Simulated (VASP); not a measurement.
A run of VASP 6.6.1 is set up as follows.

File INCAR:

```
SYSTEM = N
ALGO     = Normal         ! electronic algorithm
EDIFF    = 1E-8           ! SCF threshold, eV
ENCUT    = 520            ! plane-wave cutoff, eV
GGA      = BF             ! functional
ISIF     = 2              ! what is computed and relaxed
ISMEAR   = -1             ! smearing method
LASPH    = .True.         ! aspherical terms in the spheres
LCHARG   = .False.        ! write CHGCAR
LEPSILON = .True.         ! dielectric tensor by DFPT
LREAL    = .False.        ! projectors in reciprocal space
LUSE_VDW = .True.       
LWAVE    = .False.        ! write WAVECAR
NELM     = 100            ! most SCF steps
PREC     = Accurate       ! precision mode
SIGMA    = 0.02           ! smearing width, eV
ZAB_VDW  = -1.8867
```

File KPOINTS:

```
k-points
0
Gamma
  5 5 5
  0 0 0
```

Contents of POSCAR:

```
N
5.8151
    1.000000295782      0.000000000000      0.000000000000
    0.000000000000      1.000000295782      0.000000000000
    0.000000000000      0.000000000000      1.000000295782
N
8
Direct
    0.0458611400      0.4541388600      0.5458611400
    0.4541388600      0.5458611400      0.0458611400
    0.5458611400      0.0458611400      0.4541388600
    0.9541388600      0.9541388600      0.9541388600
    0.9360985600      0.5639014400      0.4360985600
    0.5639014400      0.4360985600      0.9360985600
    0.4360985600      0.9360985600      0.5639014400
    0.0639014400      0.0639014400      0.0639014400
```

Potentials or basis: VASP PAW PBE potentials, release 64 (N).

Run with:

```console
$ cat potpaw_PBE.64/N/POTCAR > POTCAR
$ mpirun -np 1 vasp_std > vasp.out
```

(1) What does it give for the electronic dielectric tensor (diagonal)?

(2) Estimate the Born charges (mean of the diagonal).

(3) Predict the band gap on the k mesh.

Answers

(1) 1.54.

(2) N +0.00, -0.00 e.

(3) 7.44 eV, indirect (least direct gap 7.46 eV).

Caveat: the standard files for N, O and F lose accuracy on very short bonds; an odd mesh through Γ misses points on the zone boundary, where band edges often lie.
